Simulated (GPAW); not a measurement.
## Si2W in GPAW: the effect of functional

Crystal: Si2W.

```
W Si
1.0
    -1.60690    1.60690    3.91495
     1.60690   -1.60690    3.91495
     1.60690    1.60690   -3.91495
W Si
1 2
Direct
  0.00000 0.00000 0.00000
  0.66530 0.66530 0.00000
  0.33470 0.33470 0.00000
```

| Quantity | Value |
| --- | --- |
| Program | GPAW 26.7.0 |
| Cutoff | 510 eV |
| Basis | pw |
| k mesh | 7 × 7 × 7 |
| Occupations | fermi-dirac, width 0.05 eV |
| Spin | no spin polarisation |
| Task of each run | phonons |

The series moves functional from these settings.

| functional | lowest optical (cm^-1) | pressure (GPa) | volume per atom (A^3/atom) | highest frequency (cm^-1) |
| --- | --- | --- | --- | --- |
| LDA | 263.2 | 0.01755 | 13.17 | 459.5 |
| PBEsol | ? | ? | ? | ? |
| PBE | 253.4 | 0.005977 | 13.71 | 444.3 |
| r2SCAN | 261.7 | -0.004661 | 13.48 | 460.1 |

Q: What does the run at PBEsol give?

A: Lowest optical (cm^-1) 262.5; pressure (GPa) 0.003327; volume per atom (A^3/atom) 13.4; highest frequency (cm^-1) 456.3.

Caveat: the k mesh is coarse (spacing up to 0.39 Å⁻¹), so the values aren't converged.
